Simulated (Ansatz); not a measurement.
MoS2 in the 3R-MoS2-type structure, relaxed with r2SCAN+rVV10: space group R3m (No. 160), trigonal; a = 3.175 Å, c = 18.582 Å in the conventional setting, 18.03 Å³ an atom. Mo has 6 S at 2.40 Å; S has 3 Mo at 2.40 Å. One-shot G0W0@PBE in the PAW code Ansatz on a 6×6×6 mesh (contour deformation, no spin-orbit coupling), from a PBE gap of 0.954 eV over the mesh points (the G0W0 gap is indirect on the mesh); the number N of bands summed and the screening cutoff rise together. Spin-unpolarised throughout; all numbers are computed.

```tsv
N	cutoff (eV)	1000/N	G0W0 gap (eV)
135	100	7.407	1.276
309	180	3.236	1.320
```

**Lay a straight line in 1000/N through these rows.** The slope is -0.0105 eV per unit of 1000/N and the intercept 1.354 eV.

**Predict the gap at N = 588 (260 eV).** 1.354 + (-0.0105) × 1.701 = 1.336 eV; the run gives 1.336 eV, 0.000 eV from the line.

**With that run's result added, what limit do the last two rows suggest?** Their slope is (1.336 − 1.320)/(1.701 − 3.236) = -0.0104, which meets 1/N = 0 at 1.35 eV, against 1.354 eV from the first line. The two lines nearly agree; the k mesh isn't extrapolated.

Spin-orbit coupling is left out.
